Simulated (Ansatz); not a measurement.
# Pb (Im-3m) in Ansatz: settings compared

The runs below take Pb through single point, relaxation of cell and atoms, with PBE, LDA, PBEsol, RPBE.

Program: Ansatz 0.2.0. These are calculated values, not measurements. Logs are shortened: lines on timing, memory, paths and dates and some standing lists are left out, and cuts for length are marked.

## 1. The crystal as given

It takes space group Im-3m (No. 229, cubic). The conventional cell has a = 3.959 Å, b = 3.959 Å, c = 3.959 Å, α = 90.00°, β = 90.00°, γ = 90.00°. Pb (site symmetry m-3m) is surrounded by 8 Pb at 3.43 Å.

This isn't the form of Pb at room conditions, which is fcc.

## 2. Single point, PBE

File input.yaml:

```yaml
crystal:
  lattice:
    - [-1.9796595667, 1.9796595667, 1.9796595667]
    - [1.9796595667, -1.9796595667, 1.9796595667]
    - [1.9796595667, 1.9796595667, -1.9796595667]
  atoms:
    - { symbol: Pb, position: [0.0, 0.0, 0.0] }
hamiltonian:
  xc: pbe
  pseudopotentials: { kind: paw }
kpoints:
  mp_grid: { grid: [9, 9, 9] }
scf:
  occupations: { method: gaussian, width: 0.011 }
output:
  forces: true
  stress: true
  eigenvalues: true
```

Potentials or basis: Ansatz PAW.

Launch:

```sh
$ ansatz run input.yaml --threads 2 --pin off --max-ram 5632MiB --backend cpu --events-out ev --progress --plain --runs-dir out
```

The log of the run:

```text
Warning: RAYON_NUM_THREADS=2 ignored (pool sized by the plan → 2); use --threads N
Engine: ansatz 0.2.0, x86_64-unknown-linux-gnu
Pseudopotentials: kind: paw
Pseudopotential: Pb, paw, valence charge 14, recommended cutoff 420 eV (normal), Pb.paw.azcp
Functional definition: PBE
  parameter kappa = 0.804
  parameter beta = 0.06672455060314922
  exchange = pbe_x(kappa = kappa, mu = beta*pi^2/3)
  correlation = pbe_c(beta = beta)
Crystal: 1 atoms, lattice volume = 31.034 Å³
Basis set: ecut = 420 eV, 603 PW (Γ), exchange–correlation on 48×48×48 points (8 copies of the dense FFT grid, shifted against one another)
Bands: 11, of which v1, the nominal top of the filled ones, is band 7 counted from 1 (6 counted from 0)
Symmetry: 48 space group operations
Space group: Im-3m (ITA 229), of the structure as read, at distance tolerance 3.1e-5 Å
k-points: 35 of 729
Non-local potential: Pb, projectors of the file, l = 0: 2, l = 1: 2, l = 2: 2, l = 3: 2
PAW form: soft (Blöchl's): semilocal exchange-correlation on the pseudo side does not see the compensation charge
PAW one-centre angular grid: Pb, 590 points (default); XC on 64 Gauss nodes
Initial density: superposition of atomic densities (neutral atoms: chi_scale 0, normalization atom), corrected by the library's trained network
Initial wavefunctions: pseudopotential atomic-orbital guess
Functional: x = pbe(κ = 0.804, μ = 0.2195149727645171), c = pbe(β = 0.06672455060314922)
SCF iter   1: F=—  HF=-11906.354035 eV  |F-HF|=—  |Δ(HF+E_count)|=         —  Δρ=6.19e-4  dr2=5.84e-5  ethr=1.77e-3  ⟨swp⟩=5.9  Hψ=2528  notcnv=0
preconditioner: auto → none  [insulator: Δε(μ)=0.220 eV  Ē_g=19.981 eV  σ=0.011 eV  W_gap=0.96  n_scr=12 (ndim 8)  ℏωp=24.9 eV  f_vac=0.000  D(μ)=0.75/eV (n_scr^D=0)  ε∞_Penn≈2.6]
SCF iter   2: F=—  HF=-11906.353609 eV  |F-HF|=—  |Δ(HF+E_count)|=   4.26e-4  Δρ=3.37e-4  dr2=2.35e-5  ethr=4.17e-7  ⟨swp⟩=2.8  Hψ=1077  notcnv=0  defer=6
SCF iter   3: F=—  HF=-11906.353635 eV  |F-HF|=—  |Δ(HF+E_count)|=   2.62e-5  Δρ=3.04e-4  dr2=3.52e-5  ethr=1.68e-7  ⟨swp⟩=2.0  Hψ=735  notcnv=0  defer=7
SCF iter   4: F=—  HF=-11906.353618 eV  |F-HF|=—  |Δ(HF+E_count)|=   1.75e-5  Δρ=1.12e-4  dr2=5.71e-6  ethr=1.68e-7  ⟨swp⟩=2.3  Hψ=630  notcnv=0  defer=7
iter 5 did not close the SCF: its close was put off for the readings that it lacked (scf_convergence_deferred on its scf_iter line)
SCF iter   5: F=-11906.353615 eV  HF=-11906.353615 eV  |F-HF|=7.79e-9  |Δ(HF+E_count)|=   3.37e-6  Δρ=5.67e-6  dr2=1.05e-8  ethr=4.08e-8  ⟨swp⟩=2.0  Hψ=621  notcnv=0  defer=7
SCF iter   6: F=-11906.353615 eV  HF=-11906.353615 eV  |F-HF|=3.58e-10  |Δ(HF+E_count)|=  2.29e-10  Δρ=9.09e-7  dr2=3.23e-10  ethr=7.51e-11  ⟨swp⟩=3.3  Hψ=1628  notcnv=0
SCF 1 converged in 6 iterations: F = -11906.353615 eV  dr2 = 3.23e-10
SCF converged after 6 iterations
Free energy (F): -11906.353615 eV
Harris-Foulkes:  -11906.353615 eV  (|F-HF|=3.58e-10)
Internal energy: -11906.353569 eV  (E = F + TS)
E sigma→0 (E₀):  -11906.353592 eV
Entropy (-TS):   -0.000046 eV (-0.046 meV/atom)
Fermi energy:    10.762147 eV
--- Per-component energies (eV) ---
  E_band       = -41.573814
  E_kinetic    = 288.714758
  E_local      = -1029.949327  (includes V_loc(G=0)·N_el)
  E_nonlocal   = 349.641665
  E_hartree    = 408.727613
  E_xc         = -220.536764
  E_vxc        = -132.203586  (∫ρ·V_xc dr)
  E_paw        = -10405.870007  (= ΣΔE_a)
  E_vpaw       = -335.233290  (= ΣTr[D̂ρ^β])
  E_aug_tail   = 0.000045  (compensation charges beyond the density's cutoff)
  E_ewald      = -1297.081552
  E_smearing   = -0.000046  (= −TS)
  E_closure    = -0.000000  (closes the sum)
  Σ components = -11906.353615   (vs F -11906.353615, Δ=0.00e0)
--- Forces (eV/Å), atoms counted from 1 ---
  atom   1  Pb    -0.00000000     0.00000000    -0.00000000
  max |Σ_I F_I| component: 8.22e-32 eV/Å
--- Stress (GPa, compression-positive) ---
        0.702558       0.000000      -0.000000
       -0.000000       0.702558      -0.000000
       -0.000000      -0.000000       0.702558
  P = ⅓ Tr σ = 0.7026 GPa (7.026 kbar)
--- Band table (eV; the first three rows and the last of 35) ---
  k-point 0: bands = ["-6.5094", "-6.5094", "-6.5094", "-6.2845", "-6.2845", "-0.9765", "18.0615", "18.0615", "18.0615", "21.6844", "21.6844"]
  k-point 1: bands = ["-6.5186", "-6.4981", "-6.4686", "-6.2946", "-6.2855", "-0.7310", "15.8695", "17.3007", "17.7423", "20.4328", "21.1127"]
  k-point 2: bands = ["-6.5419", "-6.4805", "-6.3634", "-6.3126", "-6.2877", "0.0022", "12.4890", "15.9140", "16.9611", "19.2111", "20.3302"]
  k-point 34: bands = ["-6.5497", "-6.5412", "-6.1947", "-6.1947", "-6.1907", "5.0695", "10.1474", "10.4254", "10.4254", "15.2585", "15.9257"]
```

It took 0.35 s on 2 threads of Intel Xeon 6975P-C (Granite Rapids), shared host; peak memory 0.34 GiB.

Results:

```
Free energy            : -11906.3536 eV
Pressure               : 0.7 GPa
Band gap on the k mesh : none (metal or under the smearing width)
```

Levels at points of the mesh, in eV from the Fermi level:
```tsv
k point	band 5	band 6	band 7	band 8	band 9	band 10
(0.00, 0.00, 0.00)	-17.05	-11.74	7.30	7.30	7.30	10.92
```

The run has no spin-orbit coupling, so splittings on Pb are missing.

## 3. Relaxation of cell and atoms, PBE

input.yaml, as its differences from that of step 2:

```diff
@@ -13,3 +13,3 @@
 scf:
-  occupations: { method: gaussian, width: 0.011 }
+  occupations: { method: fermi_dirac, width: 0.05 }
 output:
@@ -18 +18,5 @@
   eigenvalues: true
+relax:
+  f_tol: 0.01
+  max_steps: 40
+  cell: { stress_tol: 0.05 }
```

Potentials or basis: Ansatz PAW.

Launch:

```sh
$ ansatz run input.yaml --threads 2 --pin off --max-ram 5632MiB --backend cpu --events-out ev --progress --plain --runs-dir out
```

The log of the run:

```text
Warning: RAYON_NUM_THREADS=2 ignored (pool sized by the plan → 2); use --threads N
Engine: ansatz 0.2.0, x86_64-unknown-linux-gnu
Pseudopotentials: kind: paw
Pseudopotential: Pb, paw, valence charge 14, recommended cutoff 420 eV (normal), Pb.paw.azcp
Functional definition: PBE
  parameter kappa = 0.804
  parameter beta = 0.06672455060314922
  exchange = pbe_x(kappa = kappa, mu = beta*pi^2/3)
  correlation = pbe_c(beta = beta)
Crystal: 1 atoms, lattice volume = 31.034 Å³
Basis set: ecut = 420 eV, 603 PW (Γ), exchange–correlation on 48×48×48 points (8 copies of the dense FFT grid, shifted against one another)
Bands: 11, of which v1, the nominal top of the filled ones, is band 7 counted from 1 (6 counted from 0)
Symmetry: 48 space group operations
Space group: Im-3m (ITA 229), of the structure as read, at distance tolerance 3.1e-5 Å
k-points: 35 of 729
Non-local potential: Pb, projectors of the file, l = 0: 2, l = 1: 2, l = 2: 2, l = 3: 2
PAW form: soft (Blöchl's): semilocal exchange-correlation on the pseudo side does not see the compensation charge
PAW one-centre angular grid: Pb, 590 points (default); XC on 64 Gauss nodes
Initial density: superposition of atomic densities (neutral atoms: chi_scale 0, normalization atom), corrected by the library's trained network
Initial wavefunctions: pseudopotential atomic-orbital guess
Functional: x = pbe(κ = 0.804, μ = 0.2195149727645171), c = pbe(β = 0.06672455060314922)
SCF iter   1: F=—  HF=-11906.355872 eV  |F-HF|=—  |Δ(HF+E_count)|=         —  Δρ=5.57e-4  dr2=4.27e-5  ethr=1.77e-3  ⟨swp⟩=5.8  Hψ=2531  notcnv=0
preconditioner: auto → none  [insulator: Δε(μ)=0.220 eV  Ē_g=19.981 eV  σ=0.050 eV  W_gap=0.80  n_scr=12 (ndim 8)  ℏωp=24.9 eV  f_vac=0.000  D(μ)=0.55/eV (n_scr^D=0)  ε∞_Penn≈2.6]
SCF iter   2: F=—  HF=-11906.355426 eV  |F-HF|=—  |Δ(HF+E_count)|=   4.46e-4  Δρ=2.98e-4  dr2=1.98e-5  ethr=3.05e-7  ⟨swp⟩=2.4  Hψ=967  notcnv=0  defer=1
SCF iter   3: F=—  HF=-11906.355441 eV  |F-HF|=—  |Δ(HF+E_count)|=   1.53e-5  Δρ=2.39e-4  dr2=1.80e-5  ethr=1.41e-7  ⟨swp⟩=2.0  Hψ=625  notcnv=0  defer=2
[... 46 lines left out ...]
  E_kinetic    = 288.455516
  E_local      = -1042.929084  (includes V_loc(G=0)·N_el)
  E_nonlocal   = 349.615550
  E_hartree    = 413.373028
  E_xc         = -220.440127
  E_vxc        = -132.063982  (∫ρ·V_xc dr)
  E_paw        = -10405.779953  (= ΣΔE_a)
  E_vpaw       = -335.087185  (= ΣTr[D̂ρ^β])
  E_aug_tail   = 0.000050  (compensation charges beyond the density's cutoff)
  E_ewald      = -1288.645450
  E_smearing   = -0.006454  (= −TS)
  E_closure    = 0.000000  (closes the sum)
  Σ components = -11906.356925   (vs F -11906.356925, Δ=0.00e0)
--- Forces (eV/Å), atoms counted from 1 ---
  atom   1  Pb    -0.00000000     0.00000000     0.00000000
  max |Σ_I F_I| component: 2.05e-31 eV/Å
--- Stress (GPa, compression-positive) ---
        0.003716      -0.000000       0.000000
        0.000000       0.003716      -0.000000
        0.000000      -0.000000       0.003716
  P = ⅓ Tr σ = 0.0037 GPa (0.037 kbar)
--- Band table (eV; the first three rows and the last of 35) ---
  k-point 0: bands = ["-6.7736", "-6.7736", "-6.7736", "-6.5610", "-6.5610", "-1.1298", "17.6109", "17.6109", "17.6109", "21.3721", "21.3721"]
  k-point 1: bands = ["-6.7823", "-6.7629", "-6.7350", "-6.5704", "-6.5619", "-0.8895", "15.4588", "16.8733", "17.3098", "20.0848", "20.7730"]
  k-point 2: bands = ["-6.8042", "-6.7455", "-6.6356", "-6.5874", "-6.5641", "-0.1730", "12.1471", "15.5236", "16.5682", "18.8402", "19.9733"]
  k-point 34: bands = ["-6.8096", "-6.8016", "-6.4762", "-6.4762", "-6.4725", "4.7226", "9.8774", "10.1612", "10.1612", "14.9566", "15.6126"]
--- Relaxed structure (3 steps of the walk, 3 accepted, 1 SCFs on fresh bases) ---
  F+E_penalty+E_count = -11906.35692536 eV   max|allowed force component| = 0.000e0 eV/Å   (the final SCF, on the basis selected at the relaxed cell)
  cell:  # Å, volume = 31.6470 Å³
    - [-1.9926193835386752, 1.9926193835386752, 1.9926193835386752]
    - [1.9926193835386752, -1.9926193835386752, 1.9926193835386752]
    - [1.9926193835386752, 1.9926193835386752, -1.9926193835386752]
  atoms:
    - { symbol: Pb, position: [0.0, 0.0, 0.0] }
```

Wall time 1.2 s (2 threads of Intel Xeon 6975P-C (Granite Rapids), shared host); peak memory 0.35 GiB.

Results:

```
Free energy                            : -11906.3569 eV
Relaxed volume                         : 31.65 Å³/atom
Relaxed cell                           : a = 3.451 Å, b = 3.451 Å, c = 3.451 Å, α = 109.47°, β = 109.47°, γ = 109.47°
Space group after relaxing (to 0.05 Å) : Im-3m (No. 229)
Energy gained by relaxing              : 1.5 meV/atom
Ionic steps                            : 4
Pressure after relaxing                : 0.0 GPa
Band gap on the k mesh                 : none (metal or under the smearing width)
```

Step by step:
```tsv
step	energy change (eV)	largest force (eV/Å)	volume (Å³)
1	0.0000	0.0000	31.03
2	-0.0014	0.0000	31.59
3	-0.0014	0.0000	31.65
4	-0.0015	0.0000	31.65
```

Final structure:
```yaml
crystal:
  lattice:
    - [-1.99262, 1.99262, 1.99262]
    - [1.99262, -1.99262, 1.99262]
    - [1.99262, 1.99262, -1.99262]
  atoms:
    - { symbol: Pb, position: [0.00000, 0.00000, 0.00000] }
```

Levels at points of the mesh, in eV from the Fermi level:
| k point | band 3 | band 4 | band 5 | band 6 | band 7 | band 8 | band 9 | band 10 | band 11 |
| --- | --- | --- | --- | --- | --- | --- | --- | --- | --- |
| (0.00, 0.00, 0.00) | -17.15 | -16.94 | -16.94 | -11.51 | 7.23 | 7.23 | 7.23 | 10.99 | 10.99 |

Caveat: the plane-wave basis is chosen anew once the cell has moved, so the energies of steps on either side of that aren't comparable. Spin-orbit coupling is left out, which matters for the levels of Pb.

[end of part 1 of 2]
